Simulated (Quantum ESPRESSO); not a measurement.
Ga in Quantum ESPRESSO: the effect of smearing width

Ga, a slab with vacuum:

```
Ga
1.0
     2.76600    0.00000    0.00000
     0.11745    3.32993    0.00000
     0.00000    0.00000   24.96961
Ga
6
Direct
  0.50000 0.25000 0.30037
  0.00000 0.75000 0.37712
  0.00000 0.25000 0.46162
  0.50000 0.75000 0.53838
  0.50000 0.25000 0.62288
  0.00000 0.75000 0.69963
```

The slab is cut from a database's or a generator's crystal, which needn't be the stable form of the element.

Alike in all runs:

```yaml
Program: Quantum ESPRESSO 7.5
Task: work function
Functional: PBE
Potentials_or_basis: PseudoDojo 0.4.1 SR PBE standard
Cutoff: 1088 eV
Density_cutoff: 4354 eV
k_mesh: 5 × 4 × 1
Spin: no spin polarisation
```

```csv
smearing width,occupations,largest force (eV/Å),work function (eV)
0.01,"cold, width 0.01 eV",0.34,4.31
0.025,"cold, width 0.025 eV",0.34,4.31
0.05,"cold, width 0.05 eV",0.35,4.30
0.1,"cold, width 0.1 eV",?,?
0.2,"cold, width 0.2 eV",0.35,4.29
```

Task: What does the run with smearing width 0.1 give?

Result: Largest force 0.37 eV/Å; work function 4.28 eV.

Worked out: A straight line through the other rows of the largest force, of slope 0.0469 eV/Å per unit of smearing width, gives 0.35 eV/Å, against the run's 0.37. The fit is too stiff a form for this range. A straight line through the other rows of the work function, of slope -0.103 eV per unit of smearing width, gives 4.30 eV, against the run's 4.28.

Caveats: all runs use coarse meshes.
